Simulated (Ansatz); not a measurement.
## What a trial cell of B relaxes into

Computed with DFT PBE, scalar-relativistic, plane waves, PAW in Ansatz 0.2.0. Cutoff 420 eV, Gaussian smearing, Γ-centred meshes. Cell and atoms relax first on a coarse mesh and then on a finer one. In between, the cell is made exact in the group found at 0.06 Å. In metals the finer mesh still leaves noise of several meV/atom or more. The steps can't lower the symmetry of their start. No spin polarisation.

The guess for B was made by a generator: 4-connected net of one element (P1, No. 1). Lengths were set from tabulated atomic sizes, so they are only a guess.

```yaml
crystal:
  lattice:
    - [2.86538, 0.00000, 0.00000]
    - [-0.37519, 3.07074, 0.00000]
    - [-0.01291, -1.26782, 3.42325]
  atoms:
    - { symbol: B, position: [0.68798, 0.78376, 0.75540] }
    - { symbol: B, position: [0.94644, 0.30740, 0.78864] }
    - { symbol: B, position: [0.83631, 0.89046, 0.35415] }
    - { symbol: B, position: [0.31492, 0.72662, 0.04587] }
```

Energies count from the standard state of B at the same level.

Problem. Describe the relaxed structure.

Solution. The symmetry goes from P1 (No. 1) to C2/m (No. 12). The volume per atom shrinks by 12.3 %, from 7.5 to 6.6 Å³. The shortest distance goes from 1.55 Å (B–B) to 1.70 Å (B–B). The energy falls by about 0.70 eV/atom (the start's value is from the coarse mesh). The end is written in a standard setting, so origin, axes and order of atoms can differ from the start's. Conventional cell: a = 5.603 Å, b = 2.907 Å, c = 3.246 Å, β = 92.3°. B on its first site has 7 B at 1.75–1.87 Å; around B on its second site lie 6 B at 1.70–1.87 Å.

```
CELL_PARAMETERS angstrom
2.80175 -1.45356 0.00000
2.80175 1.45356 0.00000
-0.13100 0.00000 3.24326
ATOMIC_POSITIONS crystal
B 0.76900 0.76900 0.17072
B 0.09725 0.09725 0.30566
B 0.90275 0.90275 0.69434
B 0.23100 0.23100 0.82928
```

Problem. Give its energy and gap.

Solution.

* Energy over the standard state: +0.22 eV/atom
* Gap on the 18×18×14 mesh of the 4-atom cell: 0 eV (a metal)

So it is a metastable form at best.

The last run used Gaussian smearing of 0.10 eV. A structure relaxed within its symmetry needn't be a true minimum. In all, the 3 runs took 6 min on 1 thread of Arm Neoverse V2 (shared host).
